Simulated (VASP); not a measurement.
Input of a VASP 6.6.1 run:

Contents of INCAR:

```
SYSTEM = Al
  ALGO = Normal
  EDIFF = 1E-6
  ENCUT = 520
  ISIF = 2
  ISMEAR = 1
  LASPH = .TRUE.
  LCHARG = .TRUE.
  LREAL = .FALSE.
  LVHAR = .TRUE.
  LWAVE = .FALSE.
  NELM = 60
  PREC = Accurate
  SIGMA = 0.1
```

Contents of KPOINTS:

```
k-points
0
G
  18 18 18
  0 0 0
```

The input POSCAR:

```
Al                                      
1.0
   -0.0000000000      1.9923901031      1.9923901031
    1.9923901031     -0.0000000000      1.9923901031
    1.9923901031      1.9923901031     -0.0000000000
  Al            
     1
Direct
     0.0000000000000000    0.0000000000000000    0.0000000000000000
```

Potentials or basis: VASP PAW LDA potentials, release 64 (Al).

Command:

```bash
$ cat potpaw_LDA.64/Al/POTCAR > POTCAR
$ mpirun -np 1 vasp_std > vasp.out
```

(1) What does it give for the pressure?

(2) Estimate the band gap on the k mesh.

## Answers

(1) 0.0 GPa.

(2) none (metal or under the smearing width).
